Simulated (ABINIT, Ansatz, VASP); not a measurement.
One calculation of ZrC, 3 ways

```xyz
2
Lattice="0.0000 2.5455 2.5455 2.5455 0.0000 2.5455 2.5455 2.5455 0.0000" Properties=species:S:1:pos:R:3 pbc="T T T"
Zr    2.5138    2.5116    2.5697
C     3.8359    3.8088    3.8039
```

The cell comes from a database or a generator and needn't be the stable form of this composition.

Atoms were shifted at random by some hundredths of an Å from the given cell, which wasn't relaxed again for these runs.

Alike in all runs: task single point; functional PBE; k mesh 9 × 9 × 9; occupations fermi-dirac, width 0.05 eV; no spin polarisation; no spin-orbit coupling. Pressure is positive in compression and, in plane waves, holds the error of the finite cutoff, which Ansatz's Pulay term estimates and takes out.

```json
{"program and potentials": "Ansatz, Ansatz PAW (earlier soft set)", "plane-wave cutoff (eV)": "420", "notes": "Pulay term of +0.09 GPa included", "pressure (GPa)": "0.27", "largest force (eV/Å)": "0.757", "energy over the undisturbed cell (meV/atom)": "12.24"}
{"program and potentials": "VASP, PBE PAW files C, Zr_sv, 520 eV", "plane-wave cutoff (eV)": "520", "notes": "-", "pressure (GPa)": "0.40", "largest force (eV/Å)": "0.764", "energy over the undisturbed cell (meV/atom)": "-"}
{"program and potentials": "ABINIT, JTH PAW PBE v2.0", "plane-wave cutoff (eV)": "517", "notes": "-", "pressure (GPa)": "0.09", "largest force (eV/Å)": "0.761", "energy over the undisturbed cell (meV/atom)": "12.32"}
```

Force on atom 1 (Zr), eV/Å:

```json
{"program and potentials": "Ansatz, Ansatz PAW (earlier soft set)", "x": "0.534", "y": "0.316", "z": "-0.434"}
{"program and potentials": "VASP, PBE PAW files C, Zr_sv, 520 eV", "x": "0.539", "y": "0.319", "z": "-0.438"}
{"program and potentials": "ABINIT, JTH PAW PBE v2.0", "x": "0.538", "y": "0.314", "z": "-0.437"}
```

The pressure spans 0.09 (ABINIT, JTH PAW PBE v2.0) to 0.40 GPa (VASP, PBE PAW files C, Zr_sv, 520 eV).

Differences between rows come from potentials, basis sets and numerical settings, since the functional is the same but for its coding. Runs on potential files found faulty are left out.
